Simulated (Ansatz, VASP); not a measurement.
One calculation of Na, two programs

```xyz
2
Lattice="3.7138 0.0000 0.0000 -1.8569 3.2162 0.0000 0.0000 0.0000 6.0740" Properties=species:S:1:pos:R:3 pbc="T T T"
Na    0.0000    2.1442    1.5185
Na    1.8569    1.0721    4.5555
```

Alike in both runs: functional PBEsol; k mesh 15 × 15 × 8; occupations gaussian, width 0.1 eV; no spin polarisation.

Ansatz relaxed the structure, and its values are those at the end. VASP's run is a single point on that final structure, the one shown.

|  | VASP | Ansatz |
| --- | --- | --- |
| version | VASP 6.6.1 | Ansatz 0.2.0 |
| potentials or method | VASP PAW PBE potentials, release 64 (Na_pv) | scalar-relativistic, plane waves, PAW |
| plane-wave cutoff (eV) | 520 | 420 |
| valence electrons in the cell | 14 | 18 |

|  | VASP | Ansatz | Ansatz less VASP |
| --- | --- | --- | --- |
| gap on the k mesh at the Fermi level (eV) | none | none | - |
| pressure (GPa) | 0.0 | 0.0 | -0.02 |

A gap of «none» marks a metal or a gap that the smearing closes. The two sets of potentials don't hold the same shells in valence.

Caveats: the PAW data sets were made with another functional, which shifts forces and pressure a little (VASP).
